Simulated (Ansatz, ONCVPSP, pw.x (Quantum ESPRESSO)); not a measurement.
# What a changed setting does to a pw.x run (bcc Mg)

Potential: optimised norm-conserving Vanderbilt (ONCV), ONCVPSP 4.0.1, PBE; core [Ne], reference 3s2; waves: 3s: rc 2.35 bohr, ncon 4, nbas 7, qcut 2.6 1/bohr, 2 projectors, debl 0.2 Ha; p scattering state at 0.05 Ha: rc 2.00 bohr, ncon 4, nbas 8, qcut 4.4 1/bohr, 2 projectors, debl 3.8 Ha; d scattering state at 0.02 Ha: rc 1.85 bohr, ncon 4, nbas 7, qcut 6.2 1/bohr, 2 projectors, debl 0.4 Ha; local part: polynomial inside 1.65 bohr (lpopt 5, dvloc0 1 Ha); core correction: Teter function, fcfact 4, rcfact 1.15.

The reference run (k-mesh 13³, cutoffs 50/200 Ry, Fermi–Dirac 0.01 Ry, mixing_beta 0.4, conv_thr 1e-9, no spin) gives 0.59 GPa at 22.870 Å³/atom, where all-electron LAPW gives 0.19 GPa. This run, with its own iteration cap, changes degauss to 0.002.

```
&control
  calculation='scf', prefix='x', pseudo_dir='./', outdir='./tmp', tstress=.true., disk_io='none'
/
&system
  ibrav=0, nat=1, ntyp=1, ecutwfc=50, ecutrho=200, nbnd=8,
  occupations='smearing', smearing='fd', degauss=0.002
/
&electrons
  conv_thr=1e-09, mixing_beta=0.4, electron_maxstep=70
/
ATOMIC_SPECIES
Mg 1.0 Mg.UPF
CELL_PARAMETERS angstrom
  -1.78814222 1.78814222 1.78814222
  1.78814222 -1.78814222 1.78814222
  1.78814222 1.78814222 -1.78814222
ATOMIC_POSITIONS crystal
Mg 0.0000 0.0000 0.0000
K_POINTS automatic
13 13 13 0 0 0
```

```bash
pw.x < Mg.scf.in > Mg.scf.out
```

How does the run end?

It converges in 5 iterations; the free energy moves by +15.8 meV/atom and the pressure by +0.03 GPa. In a metal, with Fermi–Dirac smearing, F lies below its zero-width value by a term in the square of the width.

```
Message from routine setup:
     using ibrav=0 with symmetry is DISCOURAGED, use correct ibrav instead
     lattice parameter (alat)  =       5.8528  a.u.
     unit-cell volume          =     154.3344 (a.u.)^3
     number of electrons       =         2.00
     number of Kohn-Sham states=            8
     kinetic-energy cutoff     =      50.0000  Ry
     charge density cutoff     =     200.0000  Ry
     scf convergence threshold =      1.0E-09
     Exchange-correlation= PBE
     number of k points=    84  Fermi-Dirac smearing, width (Ry)=  0.0020
     iteration #  1     ecut=    50.00 Ry     beta= 0.40
     total energy              =      -1.92468562 Ry
     estimated scf accuracy    <       0.00371130 Ry
     iteration #  2     ecut=    50.00 Ry     beta= 0.40
     total energy              =      -1.92454941 Ry
     estimated scf accuracy    <       0.00131788 Ry
     iteration #  3     ecut=    50.00 Ry     beta= 0.40
     total energy              =      -1.92455621 Ry
     estimated scf accuracy    <       0.00000005 Ry
     iteration #  4     ecut=    50.00 Ry     beta= 0.40
     total energy              =      -1.92455652 Ry
     estimated scf accuracy    <          7.1E-09 Ry
     iteration #  5     ecut=    50.00 Ry     beta= 0.40
     the Fermi energy is     3.7081 ev
!    total energy              =      -1.92455652 Ry
     estimated scf accuracy    <          6.2E-10 Ry
     smearing contrib. (-TS)   =      -0.00011288 Ry
     The total energy is F=E-TS. E is the sum of the following terms:
     one-electron contribution =       1.27134456 Ry
     hartree contribution      =       0.00344622 Ry
     xc contribution           =      -1.04526769 Ry
     ewald contribution        =      -2.15396673 Ry
     convergence has been achieved in   5 iterations
          total   stress  (Ry/bohr**3)                   (kbar)     P=        6.20
     Message from routine punch:
     Nothing written, as per user request (disk_io='none')
```

The run took about 4.5 s on one core of a shared server CPU.
